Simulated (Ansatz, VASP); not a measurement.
**AlN in VASP and in Ansatz**

```
Al N
1.0
     3.19250    0.00000    0.00000
    -1.59625    2.76479    0.00000
     0.00000    0.00000    5.21760
Al N
2 2
Direct
  0.33333 0.66667 0.00321
  0.66667 0.33333 0.50321
  0.33333 0.66667 0.38179
  0.66667 0.33333 0.88179
```

Alike in both runs: functional PBE; k mesh 9 × 9 × 6; occupations gaussian, width 0.05 eV; no spin polarisation.

Ansatz relaxed the structure, and its values are those at the end. VASP's run is a single point on that final structure, the one shown.

|  | VASP | Ansatz |
| --- | --- | --- |
| version | VASP 6.6.1 | Ansatz 0.2.0 |
| potentials or method | VASP PAW PBE potentials, release 64 (Al, N) | scalar-relativistic, plane waves, PAW |
| plane-wave cutoff (eV) | 520 | 520 |
| valence electrons in the cell | 16 | 16 |

```csv
,VASP,Ansatz,Ansatz less VASP
gap on the k mesh at the Fermi level (eV),3.45,3.45,-0.004
least direct gap on the mesh (eV),3.45,3.45,-0.004
pressure (GPa),-13.1,-12.9,+0.16
```

Ansatz warned: «stress_scf_threshold_loose».

As with any semilocal functional, this PBE gap is likely too small.
